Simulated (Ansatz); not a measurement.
# SnSe (rocksalt type): Wannier functions and tight-binding models

Where do the localised orbitals of SnSe (rocksalt type) sit, how far are they spread, and how do the settings change that? Plan: PBE, anion s p, 6×6×6; PBE, anion s p, 4×4×4; PBE, anion p, 6×6×6; PBE, all s p, disentangled, 6×6×6; PBE, cation s and anion p, disentangled, 6×6×6; r2SCAN, anion s p, 6×6×6; r2SCAN, all s p, disentangled, 6×6×6; HSE06, anion s p, 6×6×6; HSE06, all s p, disentangled, 6×6×6 (level, trial orbitals, Wannier mesh).

Computed with Ansatz 0.2.0 (plane waves, PAW, unless a step's input says otherwise).

3 further runs of the same task are left out: 3 that didn't finish. Runs told in other sessions of the task aren't counted.

### 1 The structure to begin with

Symmetry: Fm-3m, No. 225, cubic system. Conventional cell: a = 6.004 Å, b = 6.004 Å, c = 6.004 Å, α = 90.00°, β = 90.00°, γ = 90.00°. Sn (site symmetry m-3m) has 6 Se at 3.00 Å in its first shell of neighbours. Around Se (site symmetry m-3m) lie 6 Sn at 3.00 Å.

Structure file:

```cif
data_structure
_symmetry_space_group_name_H-M 'Fm-3m'
_symmetry_Int_Tables_number 225
_cell_length_a 6.0042
_cell_length_b 6.0042
_cell_length_c 6.0042
_cell_angle_alpha 90.000
_cell_angle_beta 90.000
_cell_angle_gamma 90.000
_cell_volume 216.46
loop_
_atom_site_label
_atom_site_type_symbol
_atom_site_symmetry_multiplicity
_atom_site_Wyckoff_symbol
_atom_site_fract_x
_atom_site_fract_y
_atom_site_fract_z
_atom_site_occupancy
Sn1 Sn 4 a 0.00000 0.00000 0.00000 1
Se1 Se 4 b 0.50000 0.00000 0.00000 1
```

Cell and atoms come from an earlier r2SCAN relaxation. No run includes spin-orbit coupling, which matters for Sn.

### 2 PBE, anion s p, 6×6×6

input.yaml

```yaml
crystal:
  lattice:
    - [0.0, 3.0021131538, 3.0021131538]
    - [3.0021131538, 0.0, 3.0021131538]
    - [3.0021131538, 3.0021131538, 0.0]
  atoms:
    - { symbol: Sn, position: [0.0, 0.0, 0.0] }
    - { symbol: Se, position: [0.5, 0.5, 0.5] }
kpoints:
  mp_grid: { grid: [6, 6, 6] }
  band_path:
    path:
      - [[0.0, 0.0, 0.0], [0.5, 2.545892728844e-35, 0.5], [0.625, 0.25, 0.625]]
      - [[0.375, 0.375, 0.75], [0.0, 0.0, 0.0], [0.5, 0.5, 0.5], [0.5, 0.25, 0.75], [0.5, 2.545892728844e-35, 0.5]]
    npoints: 10
hamiltonian:
  xc: pbe
scf:
  occupations: { method: fermi_dirac, width: 0.02 }
  n_extra_bands: 6
output:
  forces: false
  stress: false
  eigenvalues: true
  wannier:
    kmesh: [6, 6, 6]
    projections: [{ species: Se, l: s, shell: 4 }, { species: Se, l: p, shell: 4 }]
    minimise: true
    write_hr: true
    conv_tol: 1.0e-08
    max_iter: 3000
```

Launch:

```
> ansatz run input.yaml --threads 4 --pin off --max-ram 3686MiB --backend cpu --events-out ev --progress --plain --runs-dir out
```

The log of the run:

```text
Warning: RAYON_NUM_THREADS=4 ignored (pool sized by the plan → 4); use --threads N
scf.n_extra_bands = 6 over 15 filled bands (N_el = 30.0): the run solves 21 bands
Engine: ansatz 0.2.0, aarch64-unknown-linux-gnu
Pseudopotentials: kind: paw
Pseudopotential: Sn, paw, valence charge 14, recommended cutoff 420 eV (normal), Sn.paw.azcp
Pseudopotential: Se, paw, valence charge 16, recommended cutoff 420 eV (normal), Se.paw.azcp
Functional definition: PBE
  parameter kappa = 0.804
  parameter beta = 0.06672455060314922
  exchange = pbe_x(kappa = kappa, mu = beta*pi^2/3)
  correlation = pbe_c(beta = beta)
Crystal: 2 atoms, lattice volume = 54.114 Å³
Basis set: ecut = 420 eV, 1067 PW (Γ)
Bands: 21, of which v1, the nominal top of the filled ones, is band 15 counted from 1 (14 counted from 0)
Symmetry: 48 space group operations
Space group: Fm-3m (ITA 225), of the structure as read, at distance tolerance 3.8e-5 Å
k-points: 16 of 216
Non-local potential: Sn, projectors of the file, l = 0: 2, l = 1: 2, l = 2: 2, l = 3: 2
Non-local potential: Se, projectors of the file, l = 0: 2, l = 1: 2, l = 2: 3, l = 3: 1
PAW form: soft (Blöchl's): semilocal exchange-correlation on the pseudo side does not see the compensation charge
PAW one-centre angular grid: Sn, 590 points (default); XC on 64 Gauss nodes
PAW one-centre angular grid: Se, 590 points (default); XC on 64 Gauss nodes
Initial density: superposition of atomic densities (neutral atoms: chi_scale 0, normalization atom), corrected by the library's trained network
Initial wavefunctions: pseudopotential atomic-orbital guess
Functional: x = pbe(κ = 0.804, μ = 0.2195149727645171), c = pbe(β = 0.06672455060314922)
SCF iter   1: F=—  HF=-11494.176762 eV  |F-HF|=—  |Δ(HF+E_count)|=         —  Δρ=7.27e-4  dr2=3.31e-4  ethr=1.77e-3  ⟨swp⟩=6.2  Hψ=1684  notcnv=0
preconditioner: auto → none  [insulator: Δε(μ)=0.617 eV  Ē_g=19.263 eV  σ=0.020 eV  W_gap=1.00  n_scr=14 (ndim 8)  ℏωp=22.6 eV  f_vac=0.015  D(μ)=0.00/eV (n_scr^D=0)  ε∞_Penn≈2.4]
SCF iter   2: F=—  HF=-11494.175831 eV  |F-HF|=—  |Δ(HF+E_count)|=   9.32e-4  Δρ=3.20e-4  dr2=6.16e-5  ethr=1.10e-6  ⟨swp⟩=2.6  Hψ=771  notcnv=0  defer=25
SCF iter   3: F=—  HF=-11494.175835 eV  |F-HF|=—  |Δ(HF+E_count)|=   4.74e-6  Δρ=1.58e-4  dr2=8.45e-6  ethr=2.05e-7  ⟨swp⟩=2.0  Hψ=466  notcnv=0  defer=25
SCF iter   4: F=—  HF=-11494.175849 eV  |F-HF|=—  |Δ(HF+E_count)|=   1.41e-5  Δρ=6.08e-5  dr2=9.04e-7  ethr=2.82e-8  ⟨swp⟩=3.0  Hψ=549  notcnv=0  defer=25
SCF iter   5: F=—  HF=-11494.175851 eV  |F-HF|=—  |Δ(HF+E_count)|=   1.92e-6  Δρ=2.41e-5  dr2=3.13e-7  ethr=3.01e-9  ⟨swp⟩=2.0  Hψ=549  notcnv=0  defer=25
SCF iter   6: F=-11494.175851 eV  HF=-11494.175851 eV  |F-HF|=9.79e-10  |Δ(HF+E_count)|=   1.99e-7  Δρ=4.78e-6  dr2=1.05e-8  ethr=3.33e-10  ⟨swp⟩=4.2  Hψ=1114  notcnv=0
SCF 1 converged in 6 iterations: F = -11494.175851 eV  dr2 = 1.05e-8
NSCF: frozen V_eff on 62 k-points
NSCF: frozen V_eff on 19 k-points
the Wannier pass solved 19 of the 216 points of its mesh, and has the states at the others by symmetry: states obtained by the crystal's operations at points that were solved too leave a residual of 2.69e-13 eV (read by the count's bands and the next), within 4.17e-6 eV
SCF converged after 6 iterations
Free energy (F): -11494.175851 eV
Harris-Foulkes:  -11494.175851 eV  (|F-HF|=9.79e-10)
Internal energy: -11494.175851 eV  (E = F + TS)
E sigma→0 (E₀):  -11494.175851 eV
Fermi energy:    9.485079 eV
--- Per-component energies (eV) ---
  E_band       = -473.919207
  E_kinetic    = 303.218629
  E_local      = -3310.440179  (includes V_loc(G=0)·N_el)
  E_nonlocal   = -628.467178
  E_hartree    = 1743.692932
  E_xc         = -487.599419
  E_vxc        = -194.863794  (∫ρ·V_xc dr)
  E_paw        = -6044.148849  (= ΣΔE_a)
  E_vpaw       = -130.749115  (= ΣTr[D̂ρ^β])
  E_aug_tail   = -0.000613  (compensation charges beyond the density's cutoff)
  E_ewald      = -3070.431176
  E_smearing   = -0.000000  (= −TS)
  E_closure    = -0.000000  (closes the sum)
  Σ components = -11494.175851   (vs F -11494.175851, Δ=0.00e0)
--- Band table (eV; the first three rows and the last of 16) ---
  k-point 0: bands = ["-38.5305", "-38.5305", "-38.5288", "-38.5288", "-38.5288", "-12.4220", "-12.4220", "-12.4220", "-12.4202", "-12.4202", "-4.7447", "4.1432", "6.9674", "6.9674", "6.9674", "13.5378", "13.5378", "13.5378", "15.0510", "15.0510", "15.0510"]
  k-point 1: bands = ["-38.5305", "-38.5305", "-38.5288", "-38.5288", "-38.5288", "-12.4227", "-12.4227", "-12.4213", "-12.4182", "-12.4182", "-4.5521", "3.1912", "7.0035", "7.0035", "7.7027", "12.2078", "12.4027", "12.4027", "15.0695", "15.6841", "15.6841"]
  k-point 2: bands = ["-38.5305", "-38.5305", "-38.5288", "-38.5287", "-38.5287", "-12.4269", "-12.4269", "-12.4201", "-12.4117", "-12.4117", "-4.0909", "1.7648", "7.1208", "7.1208", "8.6288", "10.6293", "11.0068", "11.0068", "15.9539", "17.3277", "17.3277"]
  k-point 15: bands = ["-38.5305", "-38.5304", "-38.5288", "-38.5287", "-38.5286", "-12.4433", "-12.4226", "-12.4171", "-12.4103", "-12.4039", "-3.4964", "2.4318", "4.0250", "4.9153", "7.4148", "11.8401", "13.1922", "14.6015", "15.3365", "18.0515", "20.4041"]
Wannier search: line search 1 of at most 3000: gauge-dependent spread (as the search counts it) 2.4630655 Å², largest recent change 9.9e-2 Å² and fall left 2.0e-4 Å² against conv_tol 1.0e-8 Å², 0 stops escaped
```

Wall time 1.6 s (4 threads of Arm Neoverse V1, shared host); peak memory 0.35 GiB.

wannier.win names the bands that the functions span: 11, combinations of 12-15 (counted from 1; 15 are filled). Combinations are drawn from entangled bands, so such a model needn't follow any one band.

The head of wannier.spreads.toml:

```toml
omega_i_ang2 = 9.724419209694034
omega_d_ang2 = 0.001834701211719511
omega_od_ang2 = 1.392681795045584
omega_total_ang2 = 11.118935705951337
least_projectability = 0.6715519096312265
b_vectors_match_mmn = true
n_iter = 70
converged = true
rejected_fitted_steps = 0
```

The functions (centres in Å, on-site energies from the top of the filled bands):

```tsv
n	x	y	z	spread (Å²)	on-site (eV)	nearest atoms	distance (Å)
1	2.670	2.670	2.670	2.758	-6.389	Se2	0.57
2	2.895	2.895	3.544	2.787	-6.288	Se2	0.56
3	3.544	2.895	2.895	2.787	-6.288	Se2	0.56
4	2.895	3.544	2.895	2.787	-6.288	Se2	0.56
```

The largest hoppings ⟨m, 0|H|n, R⟩, one of each Hermitian pair (signs follow the phases of the functions):

```tsv
m	n	R	distance (Å)	t (eV)
1	2	0 0 0	0.93	-2.291
1	3	0 0 0	0.93	-2.291
1	4	0 0 0	0.93	-2.291
2	3	0 0 0	0.92	-2.240
2	4	0 0 0	0.92	-2.240
3	4	0 0 0	0.92	-2.240
4	3	1 -1 0	3.33	-0.528
2	3	1 0 -1	3.33	-0.528
2	4	0 1 -1	3.33	-0.528
4	1	1 0 0	3.51	-0.350
2	1	0 1 0	3.51	-0.350
3	1	0 1 0	3.51	-0.350
3	1	0 0 1	3.51	-0.350
4	1	0 0 1	3.51	-0.350
```

Interpolated bands at the corners of the path, eV from the top of the filled bands:

```tsv
point	e1	e2	e3	e4
Γ	-14.07	-2.36	-2.36	-2.36
X	-12.84	-5.66	-3.81	-3.81
U	-12.85	-5.41	-4.87	-3.44
K	-12.85	-5.41	-4.87	-3.44
Γ	-14.07	-2.36	-2.36	-2.36
L	-13.13	-8.22	-2.11	-2.11
W	-12.82	-4.84	-4.76	-1.75
X	-12.84	-5.66	-3.81	-3.81
```

Along the path each interpolated band stays within 0.02, 1.72, 0.82, 1.41 eV of the nearest computed level, from the lowest band up.

Misses of an eV or more mean that the model does not follow those bands.

### 3 PBE, anion s p, 4×4×4

input.yaml: that of step 2 with these lines changed.

```diff
@@ -25,3 +25,3 @@
   wannier:
-    kmesh: [6, 6, 6]
+    kmesh: [4, 4, 4]
     projections: [{ species: Se, l: s, shell: 4 }, { species: Se, l: p, shell: 4 }]
```

Launch:

```
> ansatz run input.yaml --threads 4 --pin off --max-ram 3686MiB --backend cpu --events-out ev --progress --plain --runs-dir out
```

The log of the run, cut to the lines that bear on the results:

```text
Warning: RAYON_NUM_THREADS=4 ignored (pool sized by the plan → 4); use --threads N
scf.n_extra_bands = 6 over 15 filled bands (N_el = 30.0): the run solves 21 bands
[...]
Pseudopotentials: kind: paw
Pseudopotential: Sn, paw, valence charge 14, recommended cutoff 420 eV (normal), Sn.paw.azcp
Pseudopotential: Se, paw, valence charge 16, recommended cutoff 420 eV (normal), Se.paw.azcp
Functional definition: PBE
[...]
Crystal: 2 atoms, lattice volume = 54.114 Å³
Basis set: ecut = 420 eV, 1067 PW (Γ)
Bands: 21, of which v1, the nominal top of the filled ones, is band 15 counted from 1 (14 counted from 0)
[...]
SCF converged after 6 iterations
Free energy (F): -11494.175851 eV
[...]
E sigma→0 (E₀):  -11494.175851 eV
Fermi energy:    9.485079 eV
[...]
--- Band table (eV; the first three rows and the last of 16) ---
[... band rows left out ...]
[...]
Wannier search: line search 1 of at most 3000: gauge-dependent spread (as the search counts it) 2.3713412 Å², largest recent change 5.3e-2 Å² and fall left 1.8e-4 Å² against conv_tol 1.0e-8 Å², 0 stops escaped
WARN: <dir> 32 periodic images of 32 elements of H(R) lie 4.88e-4 to 1.95e-3 Å beyond their element's nearest image, near the 9.77e-4 Å window within which an element is shared among its images; whether they share it moves the interpolated H(k) by 2.1e-1 eV (Frobenius norm, root mean [...]
```

It took 1.2 s on 4 threads of Arm Neoverse V1, shared host; peak memory 0.31 GiB.

wannier.win names the bands that the functions span: 11, combinations of 12-15 (counted from 1; 15 are filled). Combinations are drawn from entangled bands, so such a model needn't follow any one band.

The head of wannier.spreads.toml:

```toml
omega_i_ang2 = 7.909755395255715
omega_d_ang2 = 0.001676108035313372
omega_od_ang2 = 1.388032231727418
omega_total_ang2 = 9.299463735018445
least_projectability = 0.6715519096614186
b_vectors_match_mmn = true
n_iter = 43
converged = true
rejected_fitted_steps = 0
```

The functions (centres in Å, on-site energies from the top of the filled bands):

```tsv
n	x	y	z	spread (Å²)	on-site (eV)	nearest atoms	distance (Å)
1	2.659	2.660	2.661	2.306	-6.478	Se2	0.59
2	2.892	2.891	3.556	2.331	-6.361	Se2	0.58
3	3.555	2.891	2.890	2.331	-6.362	Se2	0.58
4	2.891	3.556	2.891	2.331	-6.361	Se2	0.58
```

Along the path each interpolated band stays within 0.07, 1.63, 0.90, 1.45 eV of the nearest computed level, from the lowest band up.

Misses of an eV or more mean that the model does not follow those bands.

### 4 PBE, anion p, 6×6×6

input.yaml: that of step 3 with these lines changed.

```diff
@@ -25,4 +25,4 @@
   wannier:
-    kmesh: [4, 4, 4]
-    projections: [{ species: Se, l: s, shell: 4 }, { species: Se, l: p, shell: 4 }]
+    kmesh: [6, 6, 6]
+    projections: [{ species: Se, l: p, shell: 4 }]
     minimise: true
```

Launch:

```
> ansatz run input.yaml --threads 4 --pin off --max-ram 3686MiB --backend cpu --events-out ev --progress --plain --runs-dir out
```

The log of the run:

```text
Warning: RAYON_NUM_THREADS=4 ignored (pool sized by the plan → 4); use --threads N
scf.n_extra_bands = 6 over 15 filled bands (N_el = 30.0): the run solves 21 bands
Engine: ansatz 0.2.0, aarch64-unknown-linux-gnu
Pseudopotentials: kind: paw
Pseudopotential: Sn, paw, valence charge 14, recommended cutoff 420 eV (normal), Sn.paw.azcp
Pseudopotential: Se, paw, valence charge 16, recommended cutoff 420 eV (normal), Se.paw.azcp
Functional definition: PBE
  parameter kappa = 0.804
  parameter beta = 0.06672455060314922
  exchange = pbe_x(kappa = kappa, mu = beta*pi^2/3)
  correlation = pbe_c(beta = beta)
Crystal: 2 atoms, lattice volume = 54.114 Å³
Basis set: ecut = 420 eV, 1067 PW (Γ)
Bands: 21, of which v1, the nominal top of the filled ones, is band 15 counted from 1 (14 counted from 0)
Symmetry: 48 space group operations
Space group: Fm-3m (ITA 225), of the structure as read, at distance tolerance 3.8e-5 Å
k-points: 16 of 216
Non-local potential: Sn, projectors of the file, l = 0: 2, l = 1: 2, l = 2: 2, l = 3: 2
Non-local potential: Se, projectors of the file, l = 0: 2, l = 1: 2, l = 2: 3, l = 3: 1
PAW form: soft (Blöchl's): semilocal exchange-correlation on the pseudo side does not see the compensation charge
PAW one-centre angular grid: Sn, 590 points (default); XC on 64 Gauss nodes
PAW one-centre angular grid: Se, 590 points (default); XC on 64 Gauss nodes
Initial density: superposition of atomic densities (neutral atoms: chi_scale 0, normalization atom), corrected by the library's trained network
Initial wavefunctions: pseudopotential atomic-orbital guess
Functional: x = pbe(κ = 0.804, μ = 0.2195149727645171), c = pbe(β = 0.06672455060314922)
SCF iter   1: F=—  HF=-11494.176762 eV  |F-HF|=—  |Δ(HF+E_count)|=         —  Δρ=7.27e-4  dr2=3.31e-4  ethr=1.77e-3  ⟨swp⟩=6.2  Hψ=1684  notcnv=0
preconditioner: auto → none  [insulator: Δε(μ)=0.617 eV  Ē_g=19.263 eV  σ=0.020 eV  W_gap=1.00  n_scr=14 (ndim 8)  ℏωp=22.6 eV  f_vac=0.015  D(μ)=0.00/eV (n_scr^D=0)  ε∞_Penn≈2.4]
SCF iter   2: F=—  HF=-11494.175831 eV  |F-HF|=—  |Δ(HF+E_count)|=   9.32e-4  Δρ=3.20e-4  dr2=6.16e-5  ethr=1.10e-6  ⟨swp⟩=2.6  Hψ=771  notcnv=0  defer=25
SCF iter   3: F=—  HF=-11494.175835 eV  |F-HF|=—  |Δ(HF+E_count)|=   4.74e-6  Δρ=1.58e-4  dr2=8.45e-6  ethr=2.05e-7  ⟨swp⟩=2.0  Hψ=466  notcnv=0  defer=25
SCF iter   4: F=—  HF=-11494.175849 eV  |F-HF|=—  |Δ(HF+E_count)|=   1.41e-5  Δρ=6.08e-5  dr2=9.04e-7  ethr=2.82e-8  ⟨swp⟩=3.0  Hψ=549  notcnv=0  defer=25
SCF iter   5: F=—  HF=-11494.175851 eV  |F-HF|=—  |Δ(HF+E_count)|=   1.92e-6  Δρ=2.41e-5  dr2=3.13e-7  ethr=3.01e-9  ⟨swp⟩=2.0  Hψ=549  notcnv=0  defer=25
SCF iter   6: F=-11494.175851 eV  HF=-11494.175851 eV  |F-HF|=9.79e-10  |Δ(HF+E_count)|=   1.99e-7  Δρ=4.78e-6  dr2=1.05e-8  ethr=3.33e-10  ⟨swp⟩=4.2  Hψ=1114  notcnv=0
SCF 1 converged in 6 iterations: F = -11494.175851 eV  dr2 = 1.05e-8
NSCF: frozen V_eff on 62 k-points
NSCF: frozen V_eff on 19 k-points
the Wannier pass solved 19 of the 216 points of its mesh, and has the states at the others by symmetry: states obtained by the crystal's operations at points that were solved too leave a residual of 2.69e-13 eV (read by the count's bands and the next), within 4.17e-6 eV
SCF converged after 6 iterations
Free energy (F): -11494.175851 eV
Harris-Foulkes:  -11494.175851 eV  (|F-HF|=9.79e-10)
Internal energy: -11494.175851 eV  (E = F + TS)
E sigma→0 (E₀):  -11494.175851 eV
Fermi energy:    9.485079 eV
--- Per-component energies (eV) ---
  E_band       = -473.919207
  E_kinetic    = 303.218629
  E_local      = -3310.440179  (includes V_loc(G=0)·N_el)
  E_nonlocal   = -628.467178
  E_hartree    = 1743.692932
  E_xc         = -487.599419
  E_vxc        = -194.863794  (∫ρ·V_xc dr)
  E_paw        = -6044.148849  (= ΣΔE_a)
  E_vpaw       = -130.749115  (= ΣTr[D̂ρ^β])
  E_aug_tail   = -0.000613  (compensation charges beyond the density's cutoff)
  E_ewald      = -3070.431176
  E_smearing   = -0.000000  (= −TS)
  E_closure    = -0.000000  (closes the sum)
  Σ components = -11494.175851   (vs F -11494.175851, Δ=0.00e0)
--- Band table (eV; the first three rows and the last of 16) ---
  k-point 0: bands = ["-38.5305", "-38.5305", "-38.5288", "-38.5288", "-38.5288", "-12.4220", "-12.4220", "-12.4220", "-12.4202", "-12.4202", "-4.7447", "4.1432", "6.9674", "6.9674", "6.9674", "13.5378", "13.5378", "13.5378", "15.0510", "15.0510", "15.0510"]
  k-point 1: bands = ["-38.5305", "-38.5305", "-38.5288", "-38.5288", "-38.5288", "-12.4227", "-12.4227", "-12.4213", "-12.4182", "-12.4182", "-4.5521", "3.1912", "7.0035", "7.0035", "7.7027", "12.2078", "12.4027", "12.4027", "15.0695", "15.6841", "15.6841"]
  k-point 2: bands = ["-38.5305", "-38.5305", "-38.5288", "-38.5287", "-38.5287", "-12.4269", "-12.4269", "-12.4201", "-12.4117", "-12.4117", "-4.0909", "1.7648", "7.1208", "7.1208", "8.6288", "10.6293", "11.0068", "11.0068", "15.9539", "17.3277", "17.3277"]
  k-point 15: bands = ["-38.5305", "-38.5304", "-38.5288", "-38.5287", "-38.5286", "-12.4433", "-12.4226", "-12.4171", "-12.4103", "-12.4039", "-3.4964", "2.4318", "4.0250", "4.9153", "7.4148", "11.8401", "13.1922", "14.6015", "15.3365", "18.0515", "20.4041"]
Wannier search: line search 1 of at most 3000: gauge-dependent spread (as the search counts it) 0.1377430 Å², largest recent change 4.1e-3 Å² and fall left 9.1e-7 Å² against conv_tol 1.0e-8 Å², 0 stops escaped
```

Wall time 1.4 s (4 threads of Arm Neoverse V1, shared host); peak memory 0.35 GiB.

wannier.win, as written (k points left out):

```
! ansatz wannier90 interface
! projections by site (counted from 0) and shell: 1 4P
! states of the run's bands (counted from 1): combinations of 12-15
! their least projectability: 0.6716
num_bands = 3
num_wann  = 3
num_iter  = 2000
conv_tol = 1e-8
conv_window = 5
guiding_centres = true
write_hr = true

begin unit_cell_cart
Ang
  0.0  3.0021131538  3.0021131538
  3.0021131538  0.0  3.0021131538
  3.0021131538  3.0021131538  0.0
end unit_cell_cart

begin atoms_frac
Sn  0.0  0.0  0.0
Se  0.5  0.5  0.5
end atoms_frac

mp_grid = 6 6 6
```

wannier.win names the bands that the functions span: combinations of 12-15 (counted from 1; 15 are filled). Combinations are drawn from entangled bands, so such a model needn't follow any one band.

The head of wannier.spreads.toml:

```toml
omega_i_ang2 = 11.055687752199482
omega_d_ang2 = 0.000000000000000000000052648880228027805
omega_od_ang2 = 0.1377420129230703
omega_total_ang2 = 11.193429765122552
least_projectability = 0.6715519096312255
b_vectors_match_mmn = true
n_iter = 7
converged = true
rejected_fitted_steps = 0
```

The functions (centres in Å, on-site energies from the top of the filled bands):

```tsv
n	x	y	z	spread (Å²)	on-site (eV)	nearest atoms	distance (Å)
1	3.002	3.002	3.002	3.731	-3.956	Se2	0.00
2	3.002	3.002	3.002	3.731	-3.956	Se2	0.00
3	3.002	3.002	3.002	3.731	-3.956	Se2	0.00
```

The largest hoppings ⟨m, 0|H|n, R⟩, one of each Hermitian pair (signs follow the phases of the functions):

```tsv
m	n	R	distance (Å)	t (eV)
2	1	0 1 0	4.25	0.414
1	2	0 1 0	4.25	0.414
1	2	1 0 -1	4.25	-0.414
2	1	1 0 -1	4.25	-0.414
1	3	1 0 0	4.25	0.414
3	1	1 0 0	4.25	0.414
3	1	0 1 -1	4.25	-0.414
1	3	0 1 -1	4.25	-0.414
3	2	1 -1 0	4.25	-0.414
2	3	1 -1 0	4.25	-0.414
2	3	0 0 1	4.25	0.414
3	2	0 0 1	4.25	0.414
1	1	1 0 -1	4.25	0.219
3	3	0 1 -1	4.25	0.219
```

Interpolated bands at the corners of the path, eV from the top of the filled bands:

```tsv
point	e1	e2	e3
Γ	-2.36	-2.36	-2.36
X	-5.66	-3.81	-3.81
U	-5.40	-4.93	-3.43
K	-5.40	-4.93	-3.43
Γ	-2.36	-2.36	-2.36
L	-8.22	-2.11	-2.11
W	-4.78	-4.78	-1.78
X	-5.66	-3.81	-3.81
```

Along the path each interpolated band stays within 2.05, 0.83, 1.41 eV of the nearest computed level, from the lowest band up.

Misses of an eV or more mean that the model does not follow those bands.

(Part 1 of 3 ends here.)
